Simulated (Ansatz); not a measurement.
Input of an Ansatz 0.2.0 run:

Contents of input:

```
crystal:
  lattice:
    - [-1.8713408863, 1.8713408863, 1.8713408863]
    - [1.8713408863, -1.8713408863, 1.8713408863]
    - [1.8713408863, 1.8713408863, -1.8713408863]
  atoms:
    - { symbol: Sb, position: [0.0, 0.0, 0.0] }
hamiltonian:
  xc: pbe0
  pseudopotentials: { kind: paw_fr }
magnetization:
  noncollinear: true
  spin_orbit: true
kpoints:
  mp_grid: { grid: [4, 4, 4] }
scf:
  occupations: { method: fermi_dirac, width: 0.05 }
output:
  forces: true
  stress: true
  eigenvalues: true
  write_density: true
  write_potential: true
  elf: true
  volumetric_format: npy
```

(1) Estimate the pressure.

(2) What does it give for the band gap on the k mesh?

Answers

(1) -2.7 GPa.

(2) none (metal or under the smearing width).

Caveat: the k mesh is coarse (spacing up to 0.59 Å⁻¹), so the values aren't converged, least of all with exact exchange; the PAW data sets come from PBE, with cores solved anew for the run's functional, which leaves a small shift of forces and pressure; the thresholds are loose for stress.
